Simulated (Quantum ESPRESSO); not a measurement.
PbS (Galena): zone-centre phonons under several settings

```
Pb S
1.0
     0.00000    2.96575    2.96575
     2.96575    0.00000    2.96575
     2.96575    2.96575    0.00000
Pb S
1 1
Direct
  0.00000 0.00000 0.00000
  0.50000 0.50000 0.50000
```

All runs used Quantum ESPRESSO 7.5; given cell, atoms relaxed; no spin polarisation; occupations smeared at first, fixed for the response.

```tsv
level	potentials	k mesh (s: shifted)	cutoff (eV)	pressure (GPa)	lowest optical mode without the field (cm⁻¹)	sum of the Born charges (e)
PBE	SPMS 1.0 PBE	4 × 4 × 4s	680	2.0	85	0.43
PBE	SG15 PBE 1.2	4 × 4 × 4s	762	2.1	87	0.43
PBE	GBRV 1.5 PBE	4 × 4 × 4s	612	1.9	80	0.44
PBE	JTH 2.0 PBE	4 × 4 × 4s	707	1.8	82	0.42
PBE	SSSP 1.3 efficiency PBE	4 × 4 × 4s	748	2.0	85	0.44
PBE	PseudoDojo 0.4.1 SR PBE standard	4 × 4 × 4s	762	?	?	?
PBE	PseudoDojo 0.4 SR PBE stringent	4 × 4 × 4s	1225	2.0	82	0.48
PBE	SPMS 1.0 PBE	6 × 6 × 6s	680	2.1	79	0.03
PBE	SG15 PBE 1.2	6 × 6 × 6s	762	2.2	82	0.03
PBE	GBRV 1.5 PBE	6 × 6 × 6s	612	2.0	74	0.03
PBE	JTH 2.0 PBE	6 × 6 × 6s	707	2.0	76	-0.01
PBE	SSSP 1.3 efficiency PBE	6 × 6 × 6s	748	2.2	79	0.03
```

What stands in the row left open?

Pressure 2.1 GPa; lowest optical mode without the field 86 cm⁻¹; sum of the Born charges 0.43 e.

For the row left open. Caveat: the mesh is thin for the dielectric tensor, Born charges and intensities, which usually come out too large; the Born charges break their sum rule by 0.43 e, a sign of too thin a mesh.

The runs don't all hold the same shells in valence.
